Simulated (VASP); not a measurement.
# Mo (Im-3m) in VASP: elastic constants with LDA

Aim: the elastic constants of Mo with LDA.

All numbers are computed with VASP 6.6.1; they aren't measurements. Logs are shortened: lines on timing, memory, paths and dates and some standing lists are left out, and cuts for length are marked.

## (1) The crystal as given

Symmetry: Im-3m, No. 229, cubic system. Conventional cell: a = 3.168 Å, b = 3.168 Å, c = 3.168 Å, α = 90.00°, β = 90.00°, γ = 90.00°. Mo (site symmetry m-3m) is surrounded by 8 Mo at 2.74 Å.

## (2) Elastic constants, LDA

Input file POSCAR:

```
Mo
1.0
   -1.5838089700      1.5838089700      1.5838089700
    1.5838089700     -1.5838089700      1.5838089700
    1.5838089700      1.5838089700     -1.5838089700
Mo
1
Direct
    0.0000000000      0.0000000000      0.0000000000
```

Input file INCAR.step1:

```
  PREC = Accurate
  ENCUT = 600
  EDIFF = 1E-8
  ISMEAR = 0
  SIGMA = 0.1
  LREAL = F
  LASPH = T
  NELM = 60
  ALGO = Normal
  ISIF = 3
  LWAVE = F
  LCHARG = F
  GGA = CA
  IBRION = 2
  NSW = 40
  EDIFFG = -0.002
```

Input file INCAR.step2:

```
  PREC = Accurate
  ENCUT = 600
  EDIFF = 1E-8
  ISMEAR = 0
  SIGMA = 0.1
  LREAL = F
  LASPH = T
  NELM = 60
  ALGO = Normal
  ISIF = 3
  LWAVE = F
  LCHARG = F
  GGA = CA
  IBRION = 6
  NFREE = 2
  POTIM = 0.015
  NSW = 1
```

Input file KPOINTS:

```
Automatic mesh
0
Gamma
  24 24 24
```

Potentials or basis: VASP PAW LDA potentials, release 64 (Mo_sv).

Run with:

```sh
cat potpaw_LDA.64/Mo_sv/POTCAR > POTCAR
cp INCAR.step1 INCAR
mpirun -np 1 vasp_std > vasp.out
cp CONTCAR POSCAR
cp INCAR.step2 INCAR
mpirun -np 1 vasp_std > vasp.out
```

OUTCAR:

```text
PREC = Accurate
   ENCUT = 600
   EDIFF = 1E-8
   ISMEAR = 0
   LREAL = F
   LASPH = T
   NELM = 60
   ISIF = 3
   GGA = CA
   IBRION = 6
   NFREE = 2
   POTIM = 0.015
   NSW = 1

 ion  position               nearest neighbor table
   1  0.000  0.000  0.000-

  LATTYP: Found a body centered cubic cell.
 ALAT       =     3.1156245769

  Lattice vectors:

 A1 = (  -1.5578122884,   1.5578122884,   1.5578122884)
 A2 = (   1.5578122884,  -1.5578122884,   1.5578122884)
 A3 = (   1.5578122884,   1.5578122884,  -1.5578122884)

Analysis of symmetry for initial positions (statically):
=====================================================================
 Subroutine PRICEL returns:
 Original cell was already a primitive cell.

 Routine SETGRP: Setting up the symmetry group for a
 body centered cubic supercell.

 Subroutine GETGRP returns: Found 48 space group operations
 (whereof 48 operations were pure point group operations)
 out of a pool of 48 trial point group operations.

The static configuration has the point symmetry O_h .

Analysis of symmetry for dynamics (positions and initial velocities):
=====================================================================
 Subroutine PRICEL returns:
 Original cell was already a primitive cell.

 Routine SETGRP: Setting up the symmetry group for a
 body centered cubic supercell.

 Subroutine GETGRP returns: Found 48 space group operations
 (whereof 48 operations were pure point group operations)
 out of a pool of 48 trial point group operations.

The dynamic configuration has the point symmetry O_h .

 Subroutine INISYM returns: Found 48 space group operations
 (whereof 48 operations are pure point group operations),
 and found     1 'primitive' translations

----------------------------------------------------------------------------------------

                                     Primitive cell

  volume of cell :      15.1219

  direct lattice vectors                    reciprocal lattice vectors
    -1.557812288  1.557812288  1.557812288     0.000000000  0.320962932  0.320962932
     1.557812288 -1.557812288  1.557812288     0.320962932  0.000000000  0.320962932
     1.557812288  1.557812288 -1.557812288     0.320962932  0.320962932  0.000000000

  length of vectors
     2.698210032  2.698210032  2.698210032     0.453910132  0.453910132  0.453910132

  position of ions in fractional coordinates (direct lattice)
     0.000000000  0.000000000  0.000000000

  ion indices of the primitive-cell ions
   primitive index   ion index
                 1           1

----------------------------------------------------------------------------------------

 KPOINTS: Automatic mesh

Automatic generation of k-mesh.
 Grid dimensions read from file:
 generate k-points for:   24   24   24

 Generating k-lattice:

  Cartesian coordinates                     Fractional coordinates (reciprocal lattice)
     0.000000000  0.013373456  0.013373456     0.041666667  0.000000000  0.000000000
     0.013373456  0.000000000  0.013373456     0.000000000  0.041666667  0.000000000
     0.013373456  0.013373456  0.000000000     0.000000000  0.000000000  0.041666667

  Length of vectors
     0.018912922  0.018912922  0.018912922

[... 99 lines left out ...]
  ext. energy  EPLUGINS =         0.00000000
  ---------------------------------------------------
  free energy    TOTEN  =       -12.13184276 eV

  energy without entropy =      -12.12857276  energy(sigma->0) =      -12.13020776

------------------------ aborting loop because EDIFF is reached ----------------------------------------

  FORCE on cell =-STRESS in cart. coord.  units (eV):
  Direction    XX          YY          ZZ          XY          YZ          ZX
  --------------------------------------------------------------------------------------
  -------------------------------------------------------------------------------------
  Total       -0.0018704     -0.0018704     -0.0018704      0.0000000      0.0000000      0.0000000
  in kB       -0.1981746     -0.1981746     -0.1981746      0.0000000      0.0000000      0.0000000
  external PRESSURE =      -0.1981746 kB  Pullay stress =       0.0000000 kB
[... 86 lines left out ...]
  FREE ENERGIE OF THE ION-ELECTRON SYSTEM (eV)
  ---------------------------------------------------
  free  energy   TOTEN  =       -12.1262233537 eV

  energy  without entropy=      -12.1229417819  energy(sigma->0) =      -12.12458257

[... ionic steps 4 to 12 ...]

--------------------------------------- Ionic step       13  -------------------------------------------

 number of electron      13.9999999 magnetization

------------------------ aborting loop because EDIFF is reached ----------------------------------------
[... 65 lines left out ...]
--------------------------------------- Ionic step       15  -------------------------------------------

 number of electron      14.0000000 magnetization

 Free energy of the ion-electron system (eV)
  ---------------------------------------------------
  ext. energy  EPLUGINS =         0.00000000
  ---------------------------------------------------
  free energy    TOTEN  =       -12.13184327 eV

  energy without entropy =      -12.12857323  energy(sigma->0) =      -12.13020825

 E-fermi :  13.0643     XC(G=0): -13.7897

 val. band max:       13.0619773584   @ k =  -0.2917   0.3750   0.1667
 cond. band min:      13.0684097461   @ k =   0.1250   0.0833   0.0000
 fundamental gap:      0.0064323877
 Fermi energy:        13.0643074072

 k-point     1 :       0.0000    0.0000    0.0000
  band No.  band energies     occupation
      1     -47.9344      2.00000
      2     -21.2934      2.00000
      3     -21.2934      2.00000
      4     -21.2934      2.00000
      5       5.6781      2.00000
      6      11.5684      2.00000
      7      11.5684      2.00000
      8      11.5684      2.00000
      9      14.6962      0.00000
     10      14.6962      0.00000
     11      27.8823      0.00000
[... 309 lines left out ...]
 k-point    24 :       0.4583    0.0417    0.0000
  band No.  band energies     occupation
      1     -47.6241      2.00000
      2     -22.8564      2.00000
      3     -21.7989      2.00000
      4     -21.3197      2.00000
      5       7.5341      2.00000
      6       9.4604      2.00000
      7      14.3461      0.00000
      8      14.7552      0.00000
      9      15.6531      0.00000
     10      18.1295      0.00000
     11      25.0972      0.00000

 [... further k-points ...]

------------------------ aborting loop because EDIFF is reached ----------------------------------------

  FORCE on cell =-STRESS in cart. coord.  units (eV):
  Direction    XX          YY          ZZ          XY          YZ          ZX
  --------------------------------------------------------------------------------------
  -------------------------------------------------------------------------------------
  Total       -0.0010772     -0.0010772     -0.0010772      0.0000000      0.0000000      0.0000000
  in kB       -0.1141303     -0.1141303     -0.1141303      0.0000000      0.0000000      0.0000000
  external PRESSURE =      -0.1141303 kB  Pullay stress =       0.0000000 kB
[... 16 lines left out ...]
  FREE ENERGIE OF THE ION-ELECTRON SYSTEM (eV)
  ---------------------------------------------------
  free  energy   TOTEN  =       -12.1318432700 eV

  energy  without entropy=      -12.1285732333  energy(sigma->0) =      -12.13020825

 INTERNAL STRAIN TENSORS FROM STRAINED CELLS
 ============================================

 INTERNAL STRAIN TENSOR FOR ION    1 for displacements in x,y,z  (eV/Angst):
          X           Y           Z          XY          YZ          ZX
  --------------------------------------------------------------------------------
  x     0.00000    -0.00000    -0.00000    -0.00000     0.00000    -0.00000
  y     0.00000     0.00000    -0.00000    -0.00000    -0.00000    -0.00000
  z     0.00000    -0.00000     0.00000     0.00000     0.00000     0.00000

 INTERNAL STRAIN TENSORS FROM DISPLACED ATOMS
 ============================================

 INTERNAL STRAIN TENSOR FOR ION    1 for displacements in x,y,z  (eV/Angst):
          X           Y           Z          XY          YZ          ZX
  --------------------------------------------------------------------------------
  x     0.00000     0.00000     0.00000     0.00000     0.00000     0.00000
  y     0.00000     0.00000     0.00000     0.00000     0.00000     0.00000
  z     0.00000     0.00000     0.00000     0.00000     0.00000     0.00000

 Eigenvectors and eigenvalues of the dynamical matrix
 ----------------------------------------------------

   1 f  =    0.000000 THz     0.000000 2PiTHz    0.000000 cm-1     0.000000 meV
             X         Y         Z           dx          dy          dz
      0.000000  0.000000  0.000000     0.906183   -0.422885    0.000000

   2 f  =    0.000000 THz     0.000000 2PiTHz    0.000000 cm-1     0.000000 meV
             X         Y         Z           dx          dy          dz
      0.000000  0.000000  0.000000    -0.422885   -0.906183    0.000000

   3 f  =    0.000000 THz     0.000000 2PiTHz    0.000000 cm-1     0.000000 meV
             X         Y         Z           dx          dy          dz
      0.000000  0.000000  0.000000     0.000000    0.000000    1.000000

--------------------------------------------------------------------------------------------------------

 ELASTIC MODULI CONTR FROM IONIC RELAXATION (kBar)
 Direction    XX          YY          ZZ          XY          YZ          ZX
 --------------------------------------------------------------------------------
 XX           0.0000      0.0000      0.0000      0.0000      0.0000      0.0000
 YY           0.0000      0.0000      0.0000      0.0000      0.0000      0.0000
 ZZ           0.0000      0.0000      0.0000      0.0000      0.0000      0.0000
 XY           0.0000      0.0000      0.0000      0.0000      0.0000      0.0000
 YZ           0.0000      0.0000      0.0000      0.0000      0.0000      0.0000
 ZX           0.0000      0.0000      0.0000      0.0000      0.0000      0.0000
 --------------------------------------------------------------------------------

 TOTAL ELASTIC MODULI (kBar)
 Direction    XX          YY          ZZ          XY          YZ          ZX
 --------------------------------------------------------------------------------
 XX        5116.3454   1831.6760   1831.6760     -0.0000     -0.0000     -0.0000
 YY        1831.6760   5116.3454   1831.6760      0.0000      0.0000     -0.0000
 ZZ        1831.6760   1831.6760   5116.3454     -0.0000      0.0000      0.0000
 XY          -0.0000      0.0000     -0.0000   1063.6119      0.0000     -0.0000
 YZ          -0.0000      0.0000      0.0000      0.0000   1063.6119      0.0000
 ZX          -0.0000     -0.0000      0.0000     -0.0000      0.0000   1063.6119
 --------------------------------------------------------------------------------
```

Wall time 21 min (1 thread of Intel Xeon 6975P-C (Granite Rapids), shared host); peak memory 1.3 GiB.

Results:

- Relaxed volume: 15.12 Å³/atom
- Relaxed cell: a = 2.698 Å, b = 2.698 Å, c = 2.698 Å, α = 109.47°, β = 109.47°, γ = 109.47°
- Space group after relaxing (to 0.05 Å): Im-3m (No. 229)
- Elastic constants C11, C12, C44: 512, 183, 106 GPa
- Voigt bulk modulus: 293 GPa

Step by step:
```csv
step,energy change (eV),largest force (eV/Å),pressure (GPa),volume (Å³)
1,0.0000,0.0000,-13.05,15.89
2,0.2840,0.0000,56.50,13.10
3,-0.0326,0.0000,-0.91,15.17
4,-0.0327,0.0000,-0.16,15.13
5,-0.0327,0.0000,0.13,15.11
6,-0.0327,0.0000,-0.32,15.14
7,-0.0327,0.0000,0.00,15.12
```

Final structure:
```yaml
crystal:
  lattice:
    - [-1.55781, 1.55781, 1.55781]
    - [1.55781, -1.55781, 1.55781]
    - [1.55781, 1.55781, -1.55781]
  atoms:
    - { symbol: Mo, position: [0.00000, 0.00000, 0.00000] }
```

Elastic tensor in Voigt notation (GPa, in the Cartesian axes of the cell as first typed):
```
512 183 183   0   0   0
183 512 183   0   0   0
183 183 512   0   0   0
  0   0   0 106   0   0
  0   0   0   0 106   0
  0   0   0   0   0 106
```

Clamped-ion elastic tensor (GPa):
```
512 183 183   0   0   0
183 512 183   0   0   0
183 183 512   0   0   0
  0   0   0 106   0   0
  0   0   0   0 106   0
  0   0   0   0   0 106
```
